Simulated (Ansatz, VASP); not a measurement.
**CdSe: VASP beside Ansatz**

File INCAR:

```
ALGO = Normal ; EDIFF = 1E-6
ENCUT = 520 ; GGA = RE
ISIF = 2 ; ISMEAR = -1
LASPH = T ; LCHARG = F
LREAL = F ; LWAVE = F
NBANDS = 16 ; NELM = 100
PREC = Accurate ; SIGMA = 0.05
```

File KPOINTS:

```
k-points
0
Gamma
  8 8 8
```

The input POSCAR:

```
CdSe
1.0
    0.0000000000      3.0702711986      3.0702711986
    3.0702711986      0.0000000000      3.0702711986
    3.0702711986      3.0702711986      0.0000000000
Cd Se
1 1
Direct
    0.0000000000      0.0000000000      0.0000000000
    0.2500000000      0.2500000000      0.2500000000
```

input.yaml

```yaml
crystal:
  lattice:
    - [0.0, 3.0702711986, 3.0702711986]
    - [3.0702711986, 0.0, 3.0702711986]
    - [3.0702711986, 3.0702711986, 0.0]
  atoms:
    - { symbol: Cd, position: [0.0, 0.0, 0.0] }
    - { symbol: Se, position: [0.25, 0.25, 0.25] }
kpoints:
  mp_grid: { grid: [8, 8, 8] }
  band_path:
    path:
      - [0.0, 0.0, 0.0]
      - [0.5, 0.0, 0.5]
      - [0.5, 0.25, 0.75]
      - [0.375, 0.375, 0.75]
      - [0.0, 0.0, 0.0]
      - [0.5, 0.5, 0.5]
      - [0.625, 0.25, 0.625]
      - [0.5, 0.25, 0.75]
    npoints: 6
scf:
  occupations: { method: fermi_dirac, width: 0.05 }
hamiltonian:
  xc: revpbe
  pseudopotentials: { kind: all_electron, lapw: { basis_error: 0.001 } }
output:
  forces: true
  stress: true
  eigenvalues: true
```

Measurements of this composition are mostly on another form, of space group No. 186.

Alike in both runs: functional revPBE; k mesh 8 × 8 × 8; occupations fermi-dirac, width 0.05 eV; no spin polarisation.

|  | VASP | Ansatz |
| --- | --- | --- |
| version | VASP 6.6.1 | Ansatz 0.2.0 |
| potentials or method | VASP PAW PBE potentials, release 64 (Cd, Se) | all-electron LAPW, scalar-relativistic |
| plane-wave cutoff (eV) | 520 | see its input |
| task | single point | band structure |

```csv
,VASP,Ansatz,Ansatz less VASP
gap on the k mesh at the Fermi level (eV),0.68,0.68,+0.004
least direct gap on the mesh (eV),0.68,0.68,+0.004
pressure (GPa),3.0,2.7,-0.26
```

Ansatz ran all-electron here, so the differences hold the error of VASP's frozen core and of both bases.

Caveats: the PAW data sets were made with another functional, which shifts forces and pressure a little (VASP). Expect the measured gap to be larger: semilocal functionals such as revPBE lack the derivative discontinuity.
